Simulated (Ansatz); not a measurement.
# AlCu3: the cost of one run

Computed with Ansatz 0.2.0 (DFT PBE, scalar-relativistic, plane waves, PAW, unless a step's input says otherwise).

### Step 1. Starting point

Symmetry: Cmmm, No. 65, orthorhombic system. The conventional cell has a = 5.324 Å, b = 6.859 Å, c = 2.765 Å, α = 90.00°, β = 90.00°, γ = 90.00°. Al (site symmetry mmm) is surrounded by 10 Cu at 2.57 to 2.66 Å and 2 Al at 2.77 Å. Cu (site symmetry 2/m) has 4 Al at 2.57 Å and 8 Cu at 2.57 to 2.77 Å in its first shell of neighbours. Cu (site symmetry mmm) is surrounded by 10 Cu at 2.57 to 2.77 Å and 2 Al at 2.66 Å.

Structure file:

```
Al Cu
1.0
     2.66188   -3.42928    0.00000
     2.66188    3.42928    0.00000
     0.00000    0.00000    2.76530
Al Cu
1 3
Direct
  0.00000 0.00000 0.00000
  0.00000 0.50000 0.50000
  0.50000 0.50000 0.00000
  0.50000 0.00000 0.50000
```

The start is the relaxed end of an invented cell (made as: elements ordered on the sites of the Ga type, Cu/Al on Ga (C2/m, No. 12)), taken up again for a closer look.

### Step 2. A first look at the guess

input.yaml

```yaml
crystal:
  lattice:
    - [2.6618829, -3.4292828, 0.0]
    - [2.6618829, 3.4292828, 0.0]
    - [0.0, 0.0, 2.7653029]
  atoms:
    - { symbol: Al, position: [0.0, 0.0, 0.0] }
    - { symbol: Cu, position: [0.0, 0.5, 0.5] }
    - { symbol: Cu, position: [0.5, 0.5, 0.0] }
    - { symbol: Cu, position: [0.5, 0.0, 0.5] }
basis:
  ecutwfc: 420
kpoints:
  mp_grid: { grid: [4, 4, 6] }
hamiltonian:
  xc: pbe
scf:
  occupations: { method: gaussian, width: 0.1 }
  lower_state_search: "off"
output:
  forces: true
  stress: true
  eigenvalues: true
```

Run with:

```bash
ansatz run input.yaml --threads 1 --pin off --max-ram 3072MiB --backend cpu --events-out ev --progress --plain --runs-dir out
```

**Question.** How long does this run take on 1 thread of Arm Neoverse V2, shared host, and how much memory does it need?

About 3.6 s, with a peak of 0.32 GiB.
